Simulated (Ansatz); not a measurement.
Born–Oppenheimer molecular dynamics of a periodic cell of 16 atoms, Nb (surface Nb(100)). It starts from a relaxed structure.

These are results of DFT LDA, scalar-relativistic, plane waves, PAW in Ansatz, not measurements. Settings: cutoff 420 eV, k mesh 3x3x1, fermi-dirac smearing 0.1 eV, no spin polarisation.

| Item | Value |
| --- | --- |
| ensemble | NVT, Langevin thermostat |
| time step | 27 fs |
| steps asked | 200 |
| set temperature | 1200 K |
| friction | 0.02 /fs |
| atoms held | 1 to 4 |
| seed | 313375 |

First frame:

```xyz
16
Lattice="6.6000 0.0000 0.0000 0.0000 6.6000 0.0000 0.0000 0.0000 15.9500" Properties=species:S:1:pos:R:3
Nb 1.650 1.650 1.000
Nb 4.950 1.650 1.000
Nb 1.650 4.950 1.000
Nb 4.950 4.950 1.000
Nb 0.000 0.000 2.397
Nb 3.300 0.000 2.397
Nb 0.000 3.300 2.397
Nb 3.300 3.300 2.397
Nb 1.650 1.650 4.064
Nb 4.950 1.650 4.064
Nb 1.650 4.950 4.064
Nb 4.950 4.950 4.064
Nb 0.000 0.000 5.459
Nb 3.300 0.000 5.459
Nb 0.000 3.300 5.459
Nb 3.300 3.300 5.459
```

Question: What does the run give?

Answer: The run went to its last step.

| Item | Value |
| --- | --- |
| steps done | 200 |
| time covered | 5400 fs |
| mean temperature over the second half | 1039 K |
| spread of the potential energy over the second half | 22.5 meV per atom |
| mean potential energy of the second half above the start | 117.9 meV per atom |

The mean temperature of the second half is 13 % below the set value. A run of 5.4 ps of so small a system gives no equilibrium averages. Limits of this set-up: coarse k mesh, thin slab, slab without dipole correction, a typed lattice constant that wasn't relaxed here.

Question: What happens to the structure?

Answer: Mean squared displacements from the first frame to the last: Nb 0.06 Å². This is one draw of velocities; another would differ in detail.

Question: How do temperature and energy run in time?

Answer: 
```
time (fs)  T (K)  potential energy less start (eV)
        0   1200                             0.000
      162   1047                             1.678
      324   1657                             2.196
      486   1160                             1.261
      648   1027                             2.285
      810    711                             1.614
      972    974                             1.718
     1134   1009                             1.919
     1296   1128                             2.261
     1458    994                             1.510
     1620   1169                             1.229
     1782    717                             2.125
     1944   1269                             1.632
     2106   1298                             2.050
     2268   1202                             2.672
     2430   1725                             1.568
     2592   1250                             1.665
     2754    846                             1.925
     2916   1527                             2.545
     3078   1098                             1.368
     3240   1146                             1.383
     3402    852                             1.919
     3564   1108                             1.713
     3726   1035                             2.134
     3888    897                             2.173
     4050    973                             2.090
     4212   1077                             1.758
     4374   1142                             2.387
     4536   2008                             2.782
     4698    814                             1.973
     4860   1112                             1.416
     5022   1144                             1.848
     5184   1126                             2.012
     5346    954                             1.474
```

Time of the run: 20 min on 4 threads of Intel(R) Xeon(R) 6975P-C (Granite Rapids) (shared host), peak memory 2 GiB.
